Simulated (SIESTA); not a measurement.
The system is Au.

```
CELL_PARAMETERS angstrom
2.81549 0.00000 0.00000
-0.01296 2.82018 0.00000
-1.13789 -1.18541 4.92401
ATOMIC_POSITIONS crystal
Au 0.67286 0.66596 0.27405
Au 0.32714 0.33404 0.72594
```

This isn't the form of Au at room conditions, which is fcc.

Base run:

```yaml
Program: SIESTA 5.4.2
Functional: PBEsol
Potentials_or_basis: PseudoDojo 0.4 standard (PBEsol files)
Basis: DZP (energy shift 0.003 Ry; two zetas on semicore shells)
Grid_cutoff: 800 Ry
Energy_shift: 0.003 Ry
k_mesh: 8 × 8 × 4
Occupations: fermi-dirac, width 0.05 eV
Spin: no spin polarisation
```

Its results: band gap on the k mesh none (metal or under the smearing width); pressure -7.5 GPa; largest force 0.086 eV/Å.

**Question.** The run is repeated on the same cell with these changes: potentials or basis from PseudoDojo 0.4 standard (PBEsol files) to PseudoDojo 0.4 standard (PBEsol files, fully relativistic); spin from no spin polarisation to non-collinear spin, zero start, spin-orbit coupling. What comes out?

**Answer.** Band gap on the k mesh none (metal or under the smearing width); pressure -11.8 GPa; net moment 0.00 μB per cell; largest force 0.079 eV/Å.

Caveats: short orbitals over semicore shells can move pressures by several GPa; the basis of atomic orbitals isn't converged, which shifts pressures, moduli and gaps; spin-orbit coupling is left out, which moves the levels of the heavy elements (some runs).
